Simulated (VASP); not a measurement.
The system is V.

```
V
1.0
     2.69033    0.00000    0.00000
    -1.34516    2.32989    0.00000
     0.00000    0.00000    4.39420
V
2
Direct
  0.33333 0.66667 0.75000
  0.66667 0.33333 0.25000
```

The cell was built by a generator and needn't be a form met in nature.

```yaml
Program: VASP 6.6.1
Task: relaxation of cell and atoms
Functional: PBE
Potentials_or_basis: VASP PAW PBE potentials, release 64 (V_sv)
Cutoff: 600 eV
k_mesh: 8 × 8 × 4
Occupations: gaussian, width 0.05 eV
Spin: collinear spin, typed start
Starting_moments: "[1.0, 1.0] μB"
```

At the start: pressure 0.9 GPa; volume 13.77 Å³/atom.

Task: Where does the relaxation end?

Result: Over 5 steps the energy falls by 32.7 meV/atom and the volume is 13.88 Å³/atom (+0.8 %); space group P6_3/mmc (No. 194, to 0.05 Å); moment 0.00 μB per cell.

The path:
```csv
step,energy change (eV),largest force (eV/Å),pressure (GPa),volume (Å³)
1,0.0000,0.0000,0.95,27.54
2,-0.0439,0.0000,-1.09,27.85
3,-0.0617,0.0000,-2.63,28.16
4,-0.0563,0.0000,4.07,27.15
5,-0.0654,0.0000,-0.12,27.76
```

Final structure:
```xyz
2
Lattice="2.6124 0.0000 0.0000 -1.3062 2.2624 0.0000 0.0000 0.0000 4.6972" Properties=species:S:1:pos:R:3 pbc="T T T"
V     0.0000    1.5083    3.5229
V     1.3062    0.7541    1.1743
```
